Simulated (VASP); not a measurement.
# AlAu2: equation of state with PBEsol

The system is AlAu2.

```
Au Al
1.0
    -1.67151    1.67151    4.39908
     1.67151   -1.67151    4.39908
     1.67151    1.67151   -4.39908
Au Al
2 1
Direct
  0.34373 0.34373 0.00000
  0.65627 0.65627 0.00000
  0.00000 0.00000 0.00000
```

The cell comes from a database or a generator and needn't be the stable form of this composition.

```json
{
 "Program": "VASP 6.6.1",
 "Task": "equation of state",
 "Functional": "PBEsol",
 "Potentials or basis": "VASP PAW PBE potentials, release 64 (Au, Al)",
 "Cutoff": "520 eV",
 "k mesh": "11 × 11 × 11",
 "Occupations": "fermi-dirac, width 0.05 eV",
 "Spin": "no spin polarisation"
}
```

```
Equilibrium volume                        : 16.12 Å³/atom
Bulk modulus at fixed shape and positions : 156 GPa
Pressure derivative of the bulk modulus   : 5.5
```

Energy against volume, from the lowest point:
```csv
volume (Å³/atom),energy (meV/atom)
15.405,17.09
15.732,4.74
16.060,0.00
16.388,1.94
16.716,9.72
17.043,22.61
17.371,39.98
```

All runs of the series together: 8.6 min on 1 thread of Intel(R) Xeon(R) 6975P-C (Granite Rapids), with other jobs on the host.

Caveat: the cell was scaled at fixed shape and fractional positions, which overstates the stiffness of a crystal with free parameters, most of all of layers and chains; the PAW data sets were made with another functional, which shifts forces and pressure a little. The run has no spin-orbit coupling, so splittings on Au are missing.
